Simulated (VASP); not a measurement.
Input of a VASP 6.6.1 run:

The input POSCAR:

```
MgSe
1.0
    0.0000000000      2.7255000000      2.7255000000
    2.7255000000      0.0000000000      2.7255000000
    2.7255000000      2.7255000000      0.0000000000
Mg Se
1 1
Direct
    0.0000000000      0.0000000000      0.0000000000
    0.5000000000      0.5000000000      0.5000000000
```

The input INCAR.step1:

```
SYSTEM = MgSe
PREC = Accurate
ENCUT = 600
ISMEAR = 0
SIGMA = 0.02
LREAL = .False.
LASPH = .True.
NELM = 100
GGA = PE
ALGO = Normal
EDIFF = 1E-4
LWAVE = .True.
LCHARG = .False.
```

The input INCAR.step2:

```
SYSTEM = MgSe
PREC = Accurate
ENCUT = 600
EDIFF = 1E-7
ISMEAR = 0
SIGMA = 0.02
LREAL = .False.
LASPH = .True.
NELM = 100
ALGO = Normal
ISIF = 3
LWAVE = .False.
LCHARG = .False.
METAGGA = R2SCAN
LMIXTAU = .True.
IBRION = 2
NSW = 100
EDIFFG = -0.005
ISTART = 1
```

The input KPOINTS:

```
regular mesh
0
Gamma
  8 8 8
  0 0 0
```

Potentials or basis: VASP PAW PBE potentials, release 64 (Mg, Se).

Run with:

```console
$ cat potpaw_PBE.64/Mg/POTCAR potpaw_PBE.64/Se/POTCAR > POTCAR
$ cp INCAR.step1 INCAR
$ mpirun -np 1 vasp_std > vasp.out
$ cp INCAR.step2 INCAR
$ mpirun -np 1 vasp_std > vasp.out
```

Task: Estimate the relaxed cell.

Result: a = 3.863 Å, b = 3.863 Å, c = 3.863 Å, α = 60.00°, β = 60.00°, γ = 60.00°.

Task: What does it give for the band gap on the k mesh?

Result: 2.45 eV, indirect (least direct gap 3.45 eV).

Final structure:
```
Mg Se
1.0
     0.00000    2.73182    2.73182
     2.73182    0.00000    2.73182
     2.73182    2.73182    0.00000
Mg Se
1 1
Direct
  0.00000 0.00000 0.00000
  0.50000 0.50000 0.50000
```

Caveat: the PAW data sets were made with another functional, which shifts forces and pressure a little. r2SCAN opens gaps a little over a GGA but as a rule still falls short of measured ones.
